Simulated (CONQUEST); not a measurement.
Pb:

```
Pb
1.0
     3.50021    0.00000    0.00000
     0.00000    3.50021    0.00000
     0.00000    0.00000    4.95004
Pb
2
Direct
  0.00000 0.00000 0.00000
  0.50000 0.50000 0.50000
```

Base run:

```yaml
Program: CONQUEST 1.3
Functional: PBE
Potentials_or_basis: PseudoDojo NC PBE, SZP, grid cutoff 120 Ha
k_mesh: 8 × 8 × 6
Occupations: fermi-dirac, width 0.05 eV
Spin: no spin polarisation
```

Its results: band gap on the k mesh none (metal or under the smearing width); pressure 4.1 GPa.

Problem. The run is repeated on the same cell with these changes: potentials or basis from PseudoDojo NC PBE, SZP, grid cutoff 120 Ha to PseudoDojo NC PBE, SZ, grid cutoff 120 Ha. What comes out?

Solution. Band gap on the k mesh none (metal or under the smearing width); pressure 6.4 GPa.

Caveats: the atomic basis is small; the box holds several primitive cells, so bands are folded and the points are those of the box's own zone; the basis of atomic orbitals isn't converged, which shifts pressures, moduli and gaps; the real-space grid breaks the cell's symmetry a little.
